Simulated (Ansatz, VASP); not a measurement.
**MgO2: VASP beside Ansatz**

```
Mg O
1.0
     1.66895    0.96357    3.21446
    -1.66895    0.96357    3.21446
     0.00000   -1.92714    3.21446
Mg O
1 2
Direct
  0.00000 0.00000 0.00000
  0.42879 0.42879 0.42879
  0.57121 0.57121 0.57121
```

Change from the starting cell: strain +0.040 along x and y, -0.080 along z, atoms carried along.

Alike in both runs: task single point; functional PBEsol; k mesh 12 × 12 × 12; occupations gaussian, width 0.05 eV; no spin polarisation.

|  | VASP | Ansatz |
| --- | --- | --- |
| version | VASP 6.6.1 | Ansatz 0.2.0 |
| potentials or method | VASP PAW PBE potentials, release 64 (Mg, O) | scalar-relativistic, plane waves, PAW |
| plane-wave cutoff (eV) | 520 | 420 |
| valence electrons in the cell | 14 | 22 |

|  | VASP | Ansatz | Ansatz less VASP |
| --- | --- | --- | --- |
| gap on the k mesh at the Fermi level (eV) | 2.61 | 2.62 | +0.010 |
| least direct gap on the mesh (eV) | 2.90 | 2.91 | +0.014 |
| pressure (GPa) | 4.9 | 4.8 | -0.15 |
| largest component of the traceless stress (GPa) | 35.16 | 33.31 | -1.851 |
| rms of the force components (eV/Å) | 1.802 | 1.643 | -0.1589 |

Atom by atom the forces differ by 0.159 eV/Å (rms over components). The functional is the same, so the differences come from potentials, cutoffs and numerics. The two sets of potentials don't hold the same shells in valence.

Caveats: the PAW data sets were made with another functional, which shifts forces and pressure a little (VASP). A k mesh can miss the band edges.
